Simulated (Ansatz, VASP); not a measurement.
One calculation of AgCl, two programs

The input INCAR:

```
PREC = Accurate
ENCUT = 520
EDIFF = 1E-6
ISMEAR = -1
SIGMA = 0.02
LREAL = False
LASPH = True
NELM = 100
ALGO = Normal
ISIF = 2
LWAVE = False
LCHARG = False
GGA = PE
NBANDS = 16
```

The input KPOINTS:

```
Automatic mesh
0
Gamma
  8 8 8
```

The input POSCAR:

```
AgCl
1.0
   -0.0277315000      2.7592842500      2.7592842500
    2.7592842500     -0.0277315000      2.7592842500
    2.7592842500      2.7592842500     -0.0277315000
Ag Cl
1 1
Direct
    0.5000000000      0.5000000000      0.5000000000
    0.0000000000      0.0000000000      0.0000000000
```

Input for Ansatz:

```yaml
crystal:
  lattice:
    - [-0.0277315, 2.75928425, 2.75928425]
    - [2.75928425, -0.0277315, 2.75928425]
    - [2.75928425, 2.75928425, -0.0277315]
  atoms:
    - { symbol: Ag, position: [0.5, 0.5, 0.5] }
    - { symbol: Cl, position: [0.0, 0.0, 0.0] }
kpoints:
  mp_grid: { grid: [8, 8, 8] }
  band_path:
    path:
      - [0.0, 0.0, 0.0]
      - [0.5, 0.5, 0.5]
      - [0.2525443832, 0.5, 0.7474556168]
      - [-0.2525443832, 0.2525443832, 0.5]
      - [0.0, 0.0, 0.5]
      - [0.0, 0.0, 0.0]
      - [-0.3762721916, 0.0, 0.3762721916]
      - [0.0, 0.3762721916, 0.6237278084]
      - [0.0, 0.5, 0.5]
    npoints: 5
scf:
  occupations: { method: fermi_dirac, width: 0.02 }
hamiltonian:
  xc: pbe
  pseudopotentials: { kind: all_electron, lapw: { basis_error: 0.0005 } }
output:
  forces: true
  stress: true
  eigenvalues: true
```

Change from the starting cell: equal xy, yz and zx shear strains of -1 %.

Alike in both runs: task single point; functional PBE; k mesh 8 × 8 × 8; occupations fermi-dirac, width 0.02 eV; no spin polarisation.

|  | VASP | Ansatz |
| --- | --- | --- |
| version | VASP 6.6.1 | Ansatz 0.2.0 |
| potentials or method | VASP PAW PBE potentials, release 64 (Ag, Cl) | all-electron LAPW, scalar-relativistic |
| plane-wave cutoff (eV) | 520 | see its input |

Ansatz gave:

* gap on the k mesh at the Fermi level (eV): 0.90
* pressure (GPa): 1.6
* largest component of the traceless stress (GPa): 0.05

Q: Which values does VASP return?

A: gap on the k mesh at the Fermi level (eV): 0.90; pressure (GPa): 1.5; largest component of the traceless stress (GPa): 0.05.

Ansatz ran all-electron here, so the differences hold the error of VASP's frozen core and of both bases.

A k mesh can miss the band edges.
